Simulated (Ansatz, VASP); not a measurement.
As: VASP beside Ansatz

INCAR

```
SYSTEM = As
ALGO = Normal ; EDIFF = 1E-6
ENCUT = 520 ; GGA = PE
ISIF = 2 ; ISMEAR = -1
LASPH = .True. ; LCHARG = .False.
LREAL = .False. ; LWAVE = .False.
NBANDS = 12 ; NELM = 80
PREC = Accurate ; SIGMA = 0.05
```

Contents of KPOINTS:

```
k-points
0
Gamma
  9 9 9
  0 0 0
```

POSCAR

```
As
1.0
    1.8424025153      1.0637115881      3.4423263150
   -1.8424025153      1.0637115881      3.4423263150
    0.0000000000     -2.1274231763      3.4423263150
As
2
Direct
    0.2260000000      0.2260000000      0.2260000000
    0.7740000000      0.7740000000      0.7740000000
```

input.yaml

```yaml
crystal:
  lattice:
    - [1.8424025153, 1.0637115881, 3.442326315]
    - [-1.8424025153, 1.0637115881, 3.442326315]
    - [0.0, -2.1274231763, 3.442326315]
  atoms:
    - { symbol: As, position: [0.226, 0.226, 0.226] }
    - { symbol: As, position: [0.774, 0.774, 0.774] }
kpoints:
  mp_grid: { grid: [9, 9, 9] }
scf:
  occupations: { method: fermi_dirac, width: 0.05 }
hamiltonian:
  xc: pbe
  pseudopotentials: { kind: all_electron, lapw: { basis_error: 0.0005 } }
output:
  forces: true
  stress: true
  eigenvalues: true
```

Change from the starting cell: volume scaled by 0.94.

Alike in both runs: task single point; functional PBE; k mesh 9 × 9 × 9; occupations fermi-dirac, width 0.05 eV; no spin polarisation.

|  | VASP | Ansatz |
| --- | --- | --- |
| version | VASP 6.6.1 | Ansatz 0.2.0 |
| potentials or method | VASP PAW PBE potentials, release 64 (As) | all-electron LAPW, scalar-relativistic |
| plane-wave cutoff (eV) | 520 | see its input |

|  | VASP | Ansatz | Ansatz less VASP |
| --- | --- | --- | --- |
| gap on the k mesh at the Fermi level (eV) | none | none | - |
| pressure (GPa) | 10.0 | 9.5 | -0.46 |
| largest component of the traceless stress (GPa) | 1.93 | 1.79 | -0.145 |
| rms of the force components (eV/Å) | 0.557 | 0.510 | -0.0473 |

Atom by atom the forces differ by 0.047 eV/Å (rms over components). A gap of «none» marks a metal or a gap that the smearing closes. Ansatz ran all-electron here, so the differences hold the error of VASP's frozen core and of both bases.
